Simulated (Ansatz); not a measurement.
Computed with DFT PBE, scalar-relativistic, plane waves, PAW in Ansatz. All cells share a 420 eV cutoff and Γ-centred k meshes spaced at most about 0.3 Å⁻¹ (about 0.25 or finer for metals, 2π included). No spin polarisation.

Each guess is relaxed in cell and atoms at zero pressure, on a coarse mesh first where it starts far from rest and then on a converged one. The steps can't lower the symmetry of the start, but it can rise. Energies are static (0 K, no zero-point motion).

Two unrelaxed guesses for La:

A.

```
CELL_PARAMETERS angstrom
0.00000 4.96825 4.96825
4.96825 0.00000 4.96825
4.96825 4.96825 0.00000
ATOMIC_POSITIONS crystal
La 0.62500 0.62500 0.62500
La 0.62500 0.62500 0.12500
La 0.62500 0.12500 0.62500
La 0.12500 0.62500 0.62500
```

B.

```
CELL_PARAMETERS angstrom
5.38165 0.00000 0.00000
0.00000 5.38165 0.00000
0.00000 0.00000 2.47417
ATOMIC_POSITIONS crystal
La 0.50000 0.50000 0.00000
```

Problem. Where do they end, and which end is lower?

Solution. B ends lower, by 0.70 eV/atom. A: Fd-3m at 61.3 Å³/atom → Fd-3m at 55.5 Å³/atom; B: P4/mmm at 71.7 Å³/atom → Pm-3m (simple cubic type) at 36.6 Å³/atom. Counting all near atoms (those within 1.25 times the shortest distance at each site), the end of A and the end of B both have La 6. End of A. Conventional cell: a = 9.611 Å. La is surrounded by 6 La at 3.40 Å. End of B. Conventional cell: a = 3.319 Å. La has 6 La at 3.32 Å.

Ends held by symmetry can be saddle points.
